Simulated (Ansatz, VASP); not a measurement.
# Cross-check of GaSb between VASP and Ansatz

Aim: how closely do two programs agree when they are given the same cell, functional and k mesh? The cell is taken from a series of VASP runs on this material, whose earlier steps may have relaxed, scaled or displaced it; both programs get it as it stands.

Main program and level: Ansatz 0.2.0; plane waves, with VASP 6.6.1 beside it; band structure at HSE06.

## Step 1: Set-up

It takes space group F-43m (No. 216, cubic). The conventional cell has a = 6.118 Å, b = 6.118 Å, c = 6.118 Å, α = 90.00°, β = 90.00°, γ = 90.00°. Nearest to Sb lie 4 Ga at 2.65 Å. Nearest to Ga lie 4 Sb at 2.65 Å. Farther neighbours are not listed.

Coordinates:

```cif
data_structure
_symmetry_space_group_name_H-M 'F-43m'
_symmetry_Int_Tables_number 216
_cell_length_a 6.1180
_cell_length_b 6.1180
_cell_length_c 6.1180
_cell_angle_alpha 90.000
_cell_angle_beta 90.000
_cell_angle_gamma 90.000
_cell_volume 229.00
loop_
_atom_site_label
_atom_site_type_symbol
_atom_site_symmetry_multiplicity
_atom_site_Wyckoff_symbol
_atom_site_fract_x
_atom_site_fract_y
_atom_site_fract_z
_atom_site_occupancy
Sb1 Sb 4 c 0.25000 0.25000 0.25000 1
Ga1 Ga 4 a 0.00000 0.00000 0.00000 1
```

## Step 2: VASP: band structure, HSE06

The same path points are solved in both programs, so levels can be compared one by one.

Lines of VASP's logs that name or quote its potential files are left out, and so is its time.

The run reads the wave functions of an earlier VASP run, which isn't shown here.

The input, INCAR:

```
SYSTEM = GaSb
PREC = Accurate
ENCUT = 350
EDIFF = 1E-06
NELM = 100
ISMEAR = 0
SIGMA = 0.03
LREAL = .FALSE.
ALGO = Normal
LHFCALC = .TRUE.
AEXX = 0.25
GGA = PE
HFSCREEN = 0.2
LASPH = .TRUE.
NBANDS = 15
PRECFOCK = Fast
LORBIT = 11
LWAVE = .FALSE.
LCHARG = .FALSE.
KPAR = 4
```

The input, POSCAR:

```
GaSb
1.0
    0.0000000000      3.0590000000      3.0590000000
    3.0590000000      0.0000000000      3.0590000000
    3.0590000000      3.0590000000      0.0000000000
Sb Ga
1 1
Direct
    0.7500000000      0.7500000000      0.7500000000
    0.0000000000      0.0000000000      0.0000000000
```

The input, KPOINTS:

```
Automatic mesh
0
Gamma
4 4 4
0 0 0
```

The input, KPOINTS_OPT:

```
Line mode
10
Line-mode
Reciprocal
  0.00000000   0.00000000   0.00000000 GAMMA
  0.50000000   0.00000000   0.50000000 X

  0.50000000   0.00000000   0.50000000 X
  0.50000000   0.25000000   0.75000000 W

  0.50000000   0.25000000   0.75000000 W
  0.37500000   0.37500000   0.75000000 K

  0.37500000   0.37500000   0.75000000 K
  0.00000000   0.00000000   0.00000000 GAMMA

  0.00000000   0.00000000   0.00000000 GAMMA
  0.50000000   0.50000000   0.50000000 L

  0.50000000   0.50000000   0.50000000 L
  0.62500000   0.25000000   0.62500000 U

  0.62500000   0.25000000   0.62500000 U
  0.50000000   0.25000000   0.75000000 W

  0.50000000   0.25000000   0.75000000 W
  0.50000000   0.50000000   0.50000000 L

  0.50000000   0.50000000   0.50000000 L
  0.37500000   0.37500000   0.75000000 K

  0.62500000   0.25000000   0.62500000 U
  0.50000000   0.00000000   0.50000000 X
```

Potentials, in the order of the species: Sb and Ga_d (PBE family, release 64).

Started as:

```console
$ mpirun -np 4 vasp_std
```

Numbers of over 12 decimals in the logs are rounded to 6 here.

What it wrote:

```text
[banner, memory and clock lines left out]
running    4 mpi-ranks, on    1 nodes
 distrk:  each k-point on    1 cores,    4 groups
 distr:  one band on    1 cores,    1 groups

 POSCAR found type information on POSCAR SbGa
 POSCAR found :  2 types and       2 ions
 LDA part: xc-table for (Slater+PW92), standard interpolation
 found WAVECAR, reading the header
 POSCAR, INCAR and KPOINTS ok, starting setup
 FFT: planning ... GRIDC
 FFT: planning ... GRID_SOFT
 FFT: planning ... GRID
 reading WAVECAR
 the WAVECAR file was read successfully
 initial charge from wavefunction
 entering main loop
       N       E                     dE             d eps       ncg     rms          rms(c)
DAV:   1    -0.880632831882E+01   -0.88063E+01   -0.29847E+00   328   0.201E+01    0.185E+01
DAV:   2    -0.881322718667E+01   -0.68989E-02   -0.95754E-02   352   0.368E+00    0.127E+01
DAV:   3    -0.880832489397E+01    0.49023E-02   -0.90384E-03   311   0.149E+00    0.767E+00
DAV:   4    -0.880696589769E+01    0.13590E-02   -0.12692E-03   296   0.408E-01    0.458E+00
DAV:   5    -0.880659669724E+01    0.36920E-03   -0.34180E-04   268   0.140E-01    0.272E+00
DAV:   6    -0.880649819463E+01    0.98503E-04   -0.77543E-05   275   0.678E-02    0.161E+00
DAV:   7    -0.880646921523E+01    0.28979E-04   -0.16239E-05   275   0.343E-02    0.950E-01
DAV:   8    -0.880646081387E+01    0.84014E-05   -0.49827E-06   268   0.172E-02    0.561E-01
DAV:   9    -0.880645994152E+01    0.87234E-06   -0.19190E-06   289   0.894E-03
   1 F= -.88064599E+01 E0= -.88064599E+01  d E =-.969339E-16
 Start KPOINTS_OPT (optional k-point list driver)
k-point batch [1-8\100]
       N       E                     dE             ncg
DAV:   1    -0.240449236109E+03   -0.16784E+04      240
DAV:   2    -0.987413378723E+03   -0.74696E+03      254
DAV:   3    -0.104690746795E+04   -0.59494E+02      296
DAV:   4    -0.104844590075E+04   -0.15384E+01      304
DAV:   5    -0.104847793144E+04   -0.32031E-01      342
DAV:   6    -0.104847892673E+04   -0.99530E-03      349
DAV:   7    -0.104847893751E+04   -0.10773E-04      327
DAV:   8    -0.104847893768E+04   -0.17278E-06      246
[...]
k-point batch [97-100\100]
       N       E                     dE             ncg
DAV:   1     0.192486304050E+04   -0.22001E+04      120
DAV:   2     0.157821597477E+04   -0.34665E+03      120
DAV:   3     0.155511210449E+04   -0.23104E+02      148
DAV:   4     0.155466205610E+04   -0.45005E+00      177
DAV:   5     0.155465107832E+04   -0.10978E-01      193
DAV:   6     0.155465096577E+04   -0.11255E-03      184
DAV:   7     0.155465096385E+04   -0.19188E-05      184
DAV:   8     0.155465096380E+04   -0.53498E-07      144
```

Parts of OUTCAR (step 2):

```text
ion  position               nearest neighbor table
   1  0.750  0.750  0.750-   2 2.65   2 2.65   2 2.65   2 2.65
   2  0.000  0.000  0.000-   1 2.65   1 2.65   1 2.65   1 2.65

  LATTYP: Found a face centered cubic cell.
 ALAT       =     6.1180000000

 Subroutine GETGRP returns: Found 24 space group operations
 (whereof 24 operations were pure point group operations)

The static configuration has the point symmetry T_d .

 Found      8 irreducible k-points:

   k-points           NKPTS =      8   k-points in BZ     NKDIM =     64   number of bands    NBANDS=     15

   dimension x,y,z NGX =    28 NGY =   28 NGZ =   28
   dimension x,y,z NGXF=    56 NGYF=   56 NGZF=   56

   ENCUT  =  350.0 eV  25.72 Ry    5.07 a.u.   6.60  6.60  6.60*2*pi/ulx,y,z

   NELECT =      18.0000    total number of electrons

 k-points in reciprocal lattice and weights: Automatic mesh
   0.00000000  0.00000000  0.00000000       0.016
   0.25000000  0.00000000  0.00000000       0.125
   0.50000000  0.00000000  0.00000000       0.062
   0.25000000  0.25000000  0.00000000       0.094
   0.50000000  0.25000000  0.00000000       0.375
  -0.25000000  0.25000000  0.00000000       0.188
   0.50000000  0.50000000  0.00000000       0.047
  -0.25000000  0.50000000  0.25000000       0.094

  exchange ACFDT corr.  =         0.00000000  see jH, gK, PRB 81, 115126

 average (electrostatic) potential at core
       1 -83.6812       2 -58.7464

 E-fermi :   4.6317

 k-point     1 :       0.0000    0.0000    0.0000
  band No.  band energies     occupation
    ...
      5     -13.1421      2.00000
      6      -8.0676      2.00000
      7       4.4681      2.00000
      8       4.4681      2.00000
      9       4.4681      2.00000
     10       5.3860      0.00000
     11       7.9794      0.00000
     12       7.9794      0.00000
     13       7.9794      0.00000
     14      11.1846      0.00000
    ...

 k-point     2 :       0.2500    0.0000    0.0000
  band No.  band energies     occupation
    ...
      5     -13.1424      2.00000
      6      -7.3903      2.00000
      7       0.2322      2.00000
      8       3.7283      2.00000
      9       3.7283      2.00000
     10       6.0221      0.00000
     11       8.8905      0.00000
     12       8.8905      0.00000
     13      10.6016      0.00000
     14      12.5894      0.00000
    ...

 k-point     3 :       0.5000    0.0000    0.0000
  band No.  band energies     occupation
    ...
      5     -13.1421      2.00000
      6      -6.2668      2.00000
      7      -2.4206      2.00000
      8       3.2289      2.00000
      9       3.2289      2.00000
     10       5.5867      0.00000
     11       8.9805      0.00000
     12       8.9805      0.00000
     13      11.8158      0.00000
     14      14.9231      0.00000
    ...

  energy-cutoff  :      350.00
  volume of cell :       57.25
      direct lattice vectors                 reciprocal lattice vectors
     0.000000000  3.059000000  3.059000000    -0.163452109  0.163452109  0.163452109
     3.059000000  0.000000000  3.059000000     0.163452109 -0.163452109  0.163452109
     3.059000000  3.059000000  0.000000000     0.163452109  0.163452109 -0.163452109

 POSITION                                       TOTAL-FORCE (eV/Angst)
 -----------------------------------------------------------------------------------
      4.58850      4.58850      4.58850        -0.000000      0.000000     -0.000000
      0.00000      0.00000      0.00000         0.000000     -0.000000      0.000000
 -----------------------------------------------------------------------------------
    total drift:                               -0.000016     -0.000029     -0.000024

  FREE ENERGIE OF THE ION-ELECTRON SYSTEM (eV)
  ---------------------------------------------------
  free  energy   TOTEN  =        -8.8064599415 eV

  energy  without entropy=       -8.8064599415  energy(sigma->0) =       -8.80645994

 total charge
# of ion       s       p       d       tot
------------------------------------------
    1        1.124   1.582   0.029   2.735
    2        0.844   0.775   9.978  11.596
--------------------------------------------------
tot          1.968   2.357  10.006  14.331

[... 3 further parts left out ...]
```

[end of part 1 of 2]

[Lines on the potential files, build, host, timing and source positions are cut from VASP's logs without a mark.]

[Logs are printed without paths, hosts, clocks, repeated set-up lines and the standing remarks that a program may print on its own settings, such as how far it seeks lower states.]

[Hosts, paths, dates, database ids (printed as entryN), source tags and the programs' standing remarks are cut or masked in the printed files.]
